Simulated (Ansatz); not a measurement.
**HfC under changes of volume**

One of the cells (12.587 Å³/atom); the others are scaled copies at fixed shape and fractional positions:

```xyz
4
Lattice="3.3429 0.0000 0.0000 -1.6714 2.8950 0.0000 0.0000 0.0000 5.2027" Properties=species:S:1:pos:R:3 pbc="T T T"
Hf    0.0000    1.9300    1.3007
Hf    1.6714    0.9650    3.9020
C     0.0000    0.0000    2.6014
C     0.0000    0.0000    0.0000
```

The cell comes from a database or a generator and needn't be the stable form of this composition.

| Item | Value |
| --- | --- |
| Program | Ansatz 0.2.0 |
| Functional | r2SCAN |
| Potentials or basis | Ansatz PAW |
| Cutoff | 500 eV (not typed: the program's choice for these potentials) |
| k mesh | 9 × 9 × 5 |
| Occupations | fermi-dirac, width 0.05 eV |
| Spin | no spin polarisation |

| volume (Å³/atom) | energy over the lowest point (meV/atom) | pressure (GPa) |
| --- | --- | --- |
| 11.832 | ? | ? |
| 12.084 | 7.55 | 7.5 |
| 12.336 | 0.00 | 2.1 |
| 12.587 | 0.52 | -2.7 |
| 12.839 | 8.34 | -7.2 |
| 13.091 | 22.76 | -11.1 |
| 13.343 | 43.14 | -14.7 |

Task: What does the run at 11.832 Å³/atom give?

Result: Energy over the lowest point 24.02 meV/atom; pressure 13.5 GPa.

Worked out: A Birch-Murnaghan fit of order 3 (a polynomial in V^(-2/3)) to the other rows has its minimum at 12.44 Å³/atom with B0 = V·E''(V) = 243 GPa and B' = 4.1 at fixed shape and positions, which overstates the stiffness. It gives 24.07 meV/atom at 11.832 Å³/atom, against the run's 24.02, and -dE/dV = 13.6 GPa, against 13.5.

Energies are extrapolated to zero smearing.

Caveats: the PAW data sets come from PBE, with cores solved anew for the run's functional, which leaves a small shift of forces and pressure.
